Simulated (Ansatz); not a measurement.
# La2O3 (P-3m1) in Ansatz: a series of runs

The runs below take La2O3 through relaxation of cell and atoms, with PBEsol, PBEsol+D3(BJ), PBEsol+D3(BJ)-ATM, PBEsol+D4.

All numbers are computed with Ansatz 0.2.0; they aren't measurements. Logs are shortened: lines on timing, memory, paths and dates and some standing lists are left out, and cuts for length are marked.

## 1. The crystal as given

Symmetry: P-3m1, No. 164, trigonal system. Conventional cell: a = 3.931 Å, b = 3.931 Å, c = 6.112 Å, α = 90.00°, β = 90.00°, γ = 120.00°. La (site symmetry 3m) is surrounded by 4 O at 2.36 to 2.44 Å. O (site symmetry -3m) has 6 La at 2.72 Å as nearest neighbours. O (site symmetry 3m) is surrounded by 4 La at 2.36 to 2.44 Å.

The cell is a database's computed one.

## 2. Relaxation of cell and atoms, PBEsol

The input, input.yaml:

```yaml
crystal:
  lattice:
    - [3.930777878, 0.0, 0.0]
    - [-1.965388939, 3.404153499, 0.0]
    - [0.0, 0.0, 6.11195352]
  atoms:
    - { symbol: La, position: [0.3333333333, 0.6666666667, 0.24623568] }
    - { symbol: La, position: [0.6666666667, 0.3333333333, 0.75376432] }
    - { symbol: O, position: [0.0, 0.0, 0.0] }
    - { symbol: O, position: [0.3333333333, 0.6666666667, 0.64589065] }
    - { symbol: O, position: [0.6666666667, 0.3333333333, 0.35410935] }
hamiltonian:
  xc: pbesol
  pseudopotentials: { kind: paw }
kpoints:
  mp_grid: { grid: [8, 8, 5] }
scf:
  occupations: { method: fermi_dirac, width: 0.05 }
output:
  forces: true
  stress: true
  eigenvalues: true
relax:
  f_tol: 0.01
  max_steps: 40
  cell: { stress_tol: 0.05 }
```

Potentials or basis: Ansatz PAW.

Command:

```
$ ansatz run input.yaml --threads 2 --pin off --max-ram 5632MiB --backend cpu --events-out ev --progress --plain --runs-dir out
```

The program printed:

```text
Warning: RAYON_NUM_THREADS=2 ignored (pool sized by the plan → 2); use --threads N
Engine: ansatz 0.2.0, aarch64-unknown-linux-gnu
Pseudopotentials: kind: paw
Pseudopotential: La, paw, valence charge 11, recommended cutoff 420 eV (normal), La.paw.azcp
Pseudopotential: O, paw, valence charge 6, recommended cutoff 420 eV (normal), O.paw.azcp
Functional definition: PBEsol
  exchange = pbesol_x
  correlation = pbesol_c
Crystal: 5 atoms, lattice volume = 81.784 Å³
Basis set: ecut = 420 eV, 1641 PW (Γ), exchange–correlation on 54×54×90 points (8 copies of the dense FFT grid, shifted against one another)
Bands: 25, of which v1, the nominal top of the filled ones, is band 20 counted from 1 (19 counted from 0)
Symmetry: 12 space group operations
Space group: P-3m1 (ITA 164), of the structure as read, at distance tolerance 4.3e-5 Å
k-points: 40 of 320
Non-local potential: La, projectors of the file, l = 0: 3, l = 1: 2, l = 2: 2, l = 3: 3
Non-local potential: O, projectors of the file, l = 0: 2, l = 1: 2, l = 2: 1
PAW form: soft (Blöchl's): semilocal exchange-correlation on the pseudo side does not see the compensation charge
PAW frozen core: La, regenerated for the run's functional, and the local potential with it (the file was generated under x = pbe(κ = 0.804, μ = 0.2195149727645171), c = pbe(β = 0.06672455060314922))
PAW frozen core: O, regenerated for the run's functional, and the local potential with it (the file was generated under x = pbe(κ = 0.804, μ = 0.2195149727645171), c = pbe(β = 0.06672455060314922))
PAW one-centre angular grid: La, 590 points (default); XC on 64 Gauss nodes
PAW one-centre angular grid: O, 110 points (default); XC on 64 Gauss nodes
Initial density: superposition of atomic densities (neutral atoms: chi_scale 0, normalization atom), corrected by the library's trained network
Initial wavefunctions: pseudopotential atomic-orbital guess
Functional: x = pbesol(κ = 0.804, μ = 0.12345679012345678), c = pbesol(β = 0.046)
SCF iter   1: F=—  HF=-14014.743407 eV  |F-HF|=—  |Δ(HF+E_count)|=         —  Δρ=1.54e-2  dr2=1.76e-1  ethr=1.77e-3  ⟨swp⟩=5.5  Hψ=4701  notcnv=0
preconditioner: auto → Resta (q_TF=auto, 2.422 Å⁻¹)  ε∞=5.0  [insulator: Δε(μ)=3.644 eV  Ē_g=12.340 eV  σ=0.050 eV  W_gap=1.00  n_scr=22 (ndim 8)  ℏωp=24.6 eV  f_vac=0.023  D(μ)=0.00/eV (n_scr^D=0)  ε∞_Penn≈5.0]
SCF iter   2: F=—  HF=-14014.711512 eV  |F-HF|=—  |Δ(HF+E_count)|=   3.19e-2  Δρ=5.88e-3  dr2=2.15e-2  ethr=4.39e-4  ⟨swp⟩=3.5  Hψ=2331  notcnv=0  defer=40
SCF iter   3: F=—  HF=-14014.707206 eV  |F-HF|=—  |Δ(HF+E_count)|=   4.31e-3  Δρ=1.32e-3  dr2=1.25e-3  ethr=5.38e-5  ⟨swp⟩=3.1  Hψ=1710  notcnv=0  defer=40
SCF iter   4: F=—  HF=-14014.707589 eV  |F-HF|=—  |Δ(HF+E_count)|=   3.83e-4  Δρ=1.01e-3  dr2=7.90e-4  ethr=3.13e-6  ⟨swp⟩=2.2  Hψ=1911  notcnv=0  defer=40
SCF iter   5: F=—  HF=-14014.707460 eV  |F-HF|=—  |Δ(HF+E_count)|=   1.28e-4  Δρ=1.59e-4  dr2=2.04e-5  ethr=1.98e-6  ⟨swp⟩=2.0  Hψ=1316  notcnv=0  defer=40
SCF iter   6: F=—  HF=-14014.707483 eV  |F-HF|=—  |Δ(HF+E_count)|=   2.25e-5  Δρ=4.77e-5  dr2=2.04e-6  ethr=5.11e-8  ⟨swp⟩=2.2  Hψ=1694  notcnv=0  defer=39
SCF iter   7: F=—  HF=-14014.707484 eV  |F-HF|=—  |Δ(HF+E_count)|=   9.59e-7  Δρ=1.38e-5  dr2=2.18e-7  ethr=5.09e-9  ⟨swp⟩=2.8  Hψ=1717  notcnv=0  defer=39
SCF iter   8: F=-14014.707484 eV  HF=-14014.707484 eV  |F-HF|=1.31e-8  |Δ(HF+E_count)|=   3.03e-7  Δρ=3.42e-6  dr2=1.65e-8  ethr=2.50e-10  ⟨swp⟩=12.9  Hψ=4946  notcnv=0
SCF 1 converged in 8 iterations: F = -14014.707484 eV  dr2 = 1.65e-8
relax step   1: F+E_penalty+E_count = -14014.70748410 eV  Δ(F+E_penalty+E_count) = +0.000e0 eV  max|allowed force component| = 9.318e-2 eV/Å  Δτ_max = 0.0000 Å  P = -3.015 GPa  Ω = 81.784 Å³  (8 SCF iters, dr2 threshold 1.00e-7 eV, accepted)
Crystal: 5 atoms, lattice volume = 76.664 Å³
Basis set: ecut = 420 eV, 1495 PW (Γ), exchange–correlation on 54×54×90 points (8 copies of the dense FFT grid, shifted against one another)
Initial density: handed on by an earlier stage of this run
Initial wavefunctions: those handed on with the density
iter 1 solved again at ethr=1.34e-4 eV; its pass at ethr=3.10e-3 eV (dr2=5.36e-2 eV) is discarded
SCF iter   1: F=—  HF=-14014.694455 eV  |F-HF|=—  |Δ(HF+E_count)|=         —  Δρ=5.57e-3  dr2=5.45e-2  ethr=1.34e-4  ⟨swp⟩=1.4  Hψ=8047  notcnv=0
[... 61 lines left out ...]
preconditioner: auto → Resta (q_TF=auto, 2.432 Å⁻¹)  ε∞=5.0  [insulator: Δε(μ)=3.820 eV  Ē_g=12.542 eV  σ=0.050 eV  W_gap=1.00  n_scr=22 (ndim 8)  ℏωp=24.9 eV  f_vac=0.018  D(μ)=0.00/eV (n_scr^D=0)  ε∞_Penn≈5.0]
SCF iter   2: F=—  HF=-14014.725852 eV  |F-HF|=—  |Δ(HF+E_count)|=   7.74e-6  Δρ=4.91e-5  dr2=2.44e-6  ethr=2.46e-8  ⟨swp⟩=3.0  Hψ=1622  notcnv=0
SCF iter   3: F=—  HF=-14014.725852 eV  |F-HF|=—  |Δ(HF+E_count)|=   3.66e-7  Δρ=3.52e-5  dr2=1.24e-6  ethr=6.10e-9  ⟨swp⟩=2.0  Hψ=1653  notcnv=0
SCF iter   4: F=—  HF=-14014.725852 eV  |F-HF|=—  |Δ(HF+E_count)|=   2.04e-7  Δρ=8.06e-6  dr2=6.12e-8  ethr=3.11e-9  ⟨swp⟩=2.7  Hψ=1580  notcnv=0
SCF iter   5: F=-14014.725852 eV  HF=-14014.725852 eV  |F-HF|=1.06e-8  |Δ(HF+E_count)|=   1.62e-8  Δρ=4.89e-6  dr2=1.94e-8  ethr=1.28e-10  ⟨swp⟩=5.1  Hψ=4051  notcnv=0
SCF 7 converged in 5 iterations: F = -14014.725852 eV  dr2 = 1.94e-8
relax step   7: F+E_penalty+E_count = -14014.72585165 eV  Δ(F+E_penalty+E_count) = -2.642e-4 eV  max|allowed force component| = 1.457e-3 eV/Å  Δτ_max = 0.0004 Å  P = +0.001 GPa  Ω = 79.817 Å³  energy of the carried Pulay correction = +2.299e-4 eV  (5 SCF iters, dr2 threshold 5.13e-8 eV, accepted)
iter 1 solved again at ethr=1.20e-8 eV; its pass at ethr=3.10e-3 eV (dr2=4.81e-6 eV) is discarded
SCF iter   1: F=—  HF=-14014.725595 eV  |F-HF|=—  |Δ(HF+E_count)|=         —  Δρ=7.99e-6  dr2=1.76e-8  ethr=1.20e-8  ⟨swp⟩=5.4  Hψ=8137  notcnv=0
SCF iter   2: F=—  HF=-14014.725605 eV  |F-HF|=—  |Δ(HF+E_count)|=   1.09e-5  Δρ=4.37e-6  dr2=4.02e-9  ethr=4.39e-11  ⟨swp⟩=2.2  Hψ=1822  notcnv=0
SCF iter   3: F=—  HF=-14014.725605 eV  |F-HF|=—  |Δ(HF+E_count)|=   3.96e-9  Δρ=1.87e-6  dr2=2.17e-9  ethr=1.01e-11  ⟨swp⟩=2.0  Hψ=1598  notcnv=0
SCF iter   4: F=—  HF=-14014.725605 eV  |F-HF|=—  |Δ(HF+E_count)|=   1.03e-9  Δρ=4.00e-7  dr2=2.00e-10  ethr=5.42e-12  ⟨swp⟩=2.0  Hψ=1360  notcnv=0
SCF iter   5: F=—  HF=-14014.725605 eV  |F-HF|=—  |Δ(HF+E_count)|=  1.86e-10  Δρ=2.40e-7  dr2=5.71e-11  ethr=1.00e-12  ⟨swp⟩=8.9  Hψ=4314  notcnv=0
SCF iter   6: F=—  HF=-14014.725605 eV  |F-HF|=—  |Δ(HF+E_count)|=  3.82e-11  Δρ=2.76e-7  dr2=5.16e-11  ethr=1.00e-12  ⟨swp⟩=5.0  Hψ=3545  notcnv=0
SCF iter   7: F=-14014.725605 eV  HF=-14014.725605 eV  |F-HF|=1.09e-11  |Δ(HF+E_count)|=  9.09e-12  Δρ=4.55e-8  dr2=5.06e-13  ethr=1.00e-12  ⟨swp⟩=4.8  Hψ=3163  notcnv=0
SCF 8 converged in 7 iterations: F = -14014.725605 eV  dr2 = 5.06e-13
relax step   8: F+E_penalty+E_count = -14014.72560541 eV  Δ(F+E_penalty+E_count) = +2.462e-4 eV  max|allowed force component| = 1.465e-3 eV/Å  Δτ_max = 0.0000 Å  P = -0.001 GPa  Ω = 79.817 Å³  stress off target by 1.44e-2 GPa  SCF on the basis re-selected at this cell (its energy is not comparable with the rows above)  (7 SCF iters)
basis re-selected at this cell: Δ(F+E_penalty+E_count) = +2.462e-4 eV, ΔP = -0.003 GPa vs the last step (what re-selecting the basis moved, of the pressure what is left beyond the Pulay correction that the steps carried, after the strain that the cell walked since its last selection, with what the two solves' SCF thresholds leave and, on support functions, any second-order correction that the steps lacked; it is no measure of the basis error at this ecutwfc). This SCF's stress stands 1.44e-2 GPa from its target on what of the cell is left free (relax.cell.stress_tol is 5.00e-2 GPa) and its largest allowed force component is 1.47e-3 eV/Å (relax.f_tol is 1.00e-2 eV/Å): within both
SCF converged after 7 iterations
Free energy (F): -14014.725605 eV
Harris-Foulkes:  -14014.725605 eV  (|F-HF|=1.09e-11)
Internal energy: -14014.725605 eV  (E = F + TS)
E sigma→0 (E₀):  -14014.725605 eV
Fermi energy:    11.802065 eV
--- Per-component energies (eV) ---
  E_band       = 1.823881
  E_kinetic    = 912.153310
  E_local      = -1500.753328  (includes V_loc(G=0)·N_el)
  E_nonlocal   = 340.815640
  E_hartree    = 533.716239
  E_xc         = -498.666193
  E_vxc        = -579.408201  (∫ρ·V_xc dr)
  E_paw        = -11115.466928  (= ΣΔE_a)
  E_vpaw       = -238.423270  (= ΣTr[D̂ρ^β])
  E_aug_tail   = 0.007244  (compensation charges beyond the density's cutoff)
  E_ewald      = -2686.976472
  E_core_change = 0.444883  (= ΣΔE_core)
  E_smearing   = -0.000000  (= −TS)
  E_closure    = -0.000000  (closes the sum)
  Σ components = -14014.725605   (vs F -14014.725605, Δ=0.00e0)
--- Forces (eV/Å), atoms counted from 1 ---
  atom   1  La     0.00000000    -0.00000000    -0.00146513
  atom   2  La    -0.00000000     0.00000000     0.00146513
  atom   3  O      0.00000000     0.00000000     0.00000000
  atom   4  O     -0.00000000     0.00000000     0.00056550
  atom   5  O      0.00000000    -0.00000000    -0.00056550
  max |Σ_I F_I| component: 1.73e-17 eV/Å
--- Stress (GPa, compression-positive) ---
        0.005167       0.000000      -0.000000
        0.000000       0.005167      -0.000000
       -0.000000      -0.000000      -0.014363
  P = ⅓ Tr σ = -0.0013 GPa (-0.013 kbar)
--- Band table (eV; the first three rows and the last of 40) ---
  k-point 0: bands = ["-19.8137", "-19.5312", "-7.0911", "-5.7708", "-5.3302", "-3.2635", "-3.2635", "-2.9978", "-2.9978", "-2.8733", "-2.1353", "7.3768", "7.3768", "7.6137", "7.6137", "7.7539", "8.1236", "9.4530", "9.4530", "9.7306", "14.1443", "14.4320", "14.4320", "15.0994", "15.3162"]
  k-point 1: bands = ["-19.7880", "-19.5590", "-7.0238", "-5.7703", "-5.4472", "-3.2411", "-3.2411", "-3.0210", "-3.0210", "-2.8039", "-2.1304", "7.2082", "7.2082", "7.4471", "7.7707", "7.7707", "8.4363", "9.4881", "9.4881", "9.5124", "14.2542", "14.4900", "14.4900", "15.1685", "15.2338"]
  k-point 2: bands = ["-19.7208", "-19.6298", "-6.8917", "-5.8172", "-5.6021", "-3.1876", "-3.1876", "-3.0759", "-3.0759", "-2.7035", "-2.1211", "7.0582", "7.0582", "7.2077", "7.8963", "7.8963", "8.7399", "9.1197", "9.5532", "9.5532", "14.4931", "14.5790", "14.5790", "14.9645", "15.3264"]
  k-point 39: bands = ["-19.5153", "-19.5023", "-7.5106", "-7.4143", "-5.8332", "-3.8371", "-3.3656", "-3.2733", "-2.8540", "-1.7434", "-1.5633", "7.3051", "7.7204", "8.1282", "8.3554", "8.5990", "9.2168", "9.3506", "9.6929", "9.7309", "14.0843", "14.6163", "14.8889", "14.9276", "15.1768"]
--- Relaxed structure (6 steps of the walk, 5 accepted, 2 SCFs on fresh bases) ---
  F+E_penalty+E_count = -14014.72560541 eV   max|allowed force component| = 1.465e-3 eV/Å   (the final SCF, on the basis selected at the relaxed cell)
  cell:  # Å, volume = 79.8173 Å³
    - [3.90586437083632, 5.5773800336696384e-33, -9.017439333942836e-18]
    - [-1.95293218541816, 3.3825777688807768, 4.5087196669714196e-18]
    - [-1.402118659179342e-17, -3.644039803568568e-34, 6.04131969745931]
  atoms:
    - { symbol: La, position: [0.3333333333333333, 0.6666666666666666, 0.2453969458606861] }
    - { symbol: La, position: [0.6666666666666666, 0.3333333333333333, 0.754603054139314] }
    - { symbol: O, position: [-5.443946846633085e-35, -2.640207933182571e-35, -2.8382471664751914e-20] }
    - { symbol: O, position: [0.3333333333333333, 0.6666666666666666, 0.645972109307042] }
    - { symbol: O, position: [0.6666666666666666, 0.3333333333333333, 0.35402789069295815] }
```

It took 22 s on 2 threads of Arm Neoverse V2, shared host; peak memory 0.4 GiB.

Results:

* Free energy: -14014.7256 eV
* Relaxed volume: 15.96 Å³/atom
* Relaxed cell: a = 3.906 Å, b = 3.906 Å, c = 6.041 Å, α = 90.00°, β = 90.00°, γ = 120.00°
* Space group after relaxing (to 0.05 Å): P-3m1 (No. 164)
* Energy gained by relaxing: 3.6 meV/atom
* Ionic steps: 7
* Pressure after relaxing: 0.0 GPa
* Band gap on the k mesh: 3.82 eV, indirect (least direct gap 3.96 eV)

The path:
```tsv
step	energy change (eV)	largest force (eV/Å)	volume (Å³)
1	0.0000	0.0932	81.78
2	-0.0225	0.0240	80.01
3	-0.0229	0.0123	79.90
4	-0.0230	0.0008	79.89
5	-0.0181	0.0009	79.89
6	-0.0184	0.0015	79.82
7	-0.0181	0.0015	79.82
```

Final structure:
```yaml
crystal:
  lattice:
    - [3.90586, 0.00000, 0.00000]
    - [-1.95293, 3.38258, 0.00000]
    - [0.00000, 0.00000, 6.04132]
  atoms:
    - { symbol: La, position: [0.33333, 0.66667, 0.24540] }
    - { symbol: La, position: [0.66667, 0.33333, 0.75460] }
    - { symbol: O, position: [0.00000, 0.00000, 0.00000] }
    - { symbol: O, position: [0.33333, 0.66667, 0.64597] }
    - { symbol: O, position: [0.66667, 0.33333, 0.35403] }
```

Levels at points of the mesh, in eV from the valence-band top:
```
            k point  band 18  band 19  band 20  band 21  band 22  band 23
 (0.00, 0.00, 0.00)    -0.41    -0.41    -0.13     4.28     4.57     4.57
(0.00, -0.50, 0.00)    -0.64    -0.39    -0.29     3.82     4.73     5.24
```

Caveat: odd divisions of the mesh miss points on the zone boundary, where band edges often lie, so the gap on the mesh can be too wide; the plane-wave basis is chosen anew once the cell has moved, so the energies of steps on either side of that aren't comparable; the pressure holds a Pulay correction of +0.5 GPa for the finite cutoff; spin-orbit coupling is left out, which moves the levels of the heavy elements; the PAW data sets come from PBE, with cores solved anew for the run's functional, which leaves a small shift of forces and pressure.

## 3. Relaxation of cell and atoms, PBEsol+D3(BJ)

Edit input.yaml of step 2 so:

```diff
@@ -14,2 +14,3 @@
   pseudopotentials: { kind: paw }
+  dispersion: d3bj
 kpoints:
```

Potentials or basis: Ansatz PAW.

Command:

```
$ ansatz run input.yaml --threads 2 --pin off --max-ram 5632MiB --backend cpu --events-out ev --progress --plain --runs-dir out
```

Run time: 24 s. Hardware: 2 threads of Arm Neoverse V2, shared host; peak memory 0.41 GiB.

It converged, with:

| Quantity | Value |
| --- | --- |
| Free energy | -14016.1594 eV |
| Relaxed volume | 15.57 Å³/atom |
| Relaxed cell | a = 3.890 Å, b = 3.890 Å, c = 5.939 Å, α = 90.00°, β = 90.00°, γ = 120.00° |
| Space group after relaxing (to 0.05 Å) | P-3m1 (No. 164) |
| Energy gained by relaxing | 14.4 meV/atom |
| Ionic steps | 8 |
| Pressure after relaxing | 0.0 GPa |
| Largest force after relaxing | 0.009 eV/Å |
| Band gap on the k mesh | 3.84 eV, indirect (least direct gap 3.96 eV) |

Forces in eV/Å, atoms in the order of the input:
```
La   0.000  0.000  0.009
La   0.000  0.000 -0.009
O    0.000  0.000  0.000
O    0.000  0.000  0.003
O    0.000  0.000 -0.003
```

Step by step:
| step | energy change (eV) | largest force (eV/Å) | volume (Å³) |
| --- | --- | --- | --- |
| 1 | 0.0000 | 0.0925 | 81.78 |
| 2 | -0.0781 | 0.0327 | 78.37 |
| 3 | -0.0802 | 0.0293 | 77.97 |
| 4 | -0.0804 | 0.0210 | 77.96 |
| 5 | -0.0804 | 0.0045 | 77.97 |
| 6 | -0.0718 | 0.0046 | 77.97 |
| 7 | -0.0723 | 0.0086 | 77.83 |
| 8 | -0.0719 | 0.0087 | 77.83 |

Final structure:
```cif
data_structure
_symmetry_space_group_name_H-M 'P 1'
_symmetry_Int_Tables_number 1
_cell_length_a 3.8898
_cell_length_b 3.8898
_cell_length_c 5.9393
_cell_angle_alpha 90.000
_cell_angle_beta 90.000
_cell_angle_gamma 120.000
_cell_volume 77.83
loop_
_atom_site_label
_atom_site_type_symbol
_atom_site_fract_x
_atom_site_fract_y
_atom_site_fract_z
_atom_site_occupancy
La1 La 0.33333 0.66667 0.24322 1
La2 La 0.66667 0.33333 0.75678 1
O1 O 0.00000 0.00000 0.00000 1
O2 O 0.33333 0.66667 0.64737 1
O3 O 0.66667 0.33333 0.35263 1
```

Levels at points of the mesh, in eV from the valence-band top:
```csv
k point,band 16,band 17,band 18,band 19,band 20,band 21,band 22,band 23,band 24,band 25
"(0.00, 0.00, 0.00)",-2.11,-1.81,-0.46,-0.46,-0.18,4.36,4.51,4.51,5.41,5.55
"(0.00, -0.50, 0.00)",-0.76,-0.74,-0.66,-0.41,-0.31,3.84,4.78,5.32,5.33,5.42
```

Caveat: odd divisions of the mesh miss points on the zone boundary, where band edges often lie, so the gap on the mesh can be too wide; the plane-wave basis is chosen anew once the cell has moved, so the energies of steps on either side of that aren't comparable; the pressure holds a Pulay correction of +0.5 GPa for the finite cutoff; spin-orbit coupling is left out, which moves the levels of the heavy elements; the PAW data sets come from PBE, with cores solved anew for the run's functional, which leaves a small shift of forces and pressure. A k mesh can miss the band edges.

(Continued in part 2 of 2.)
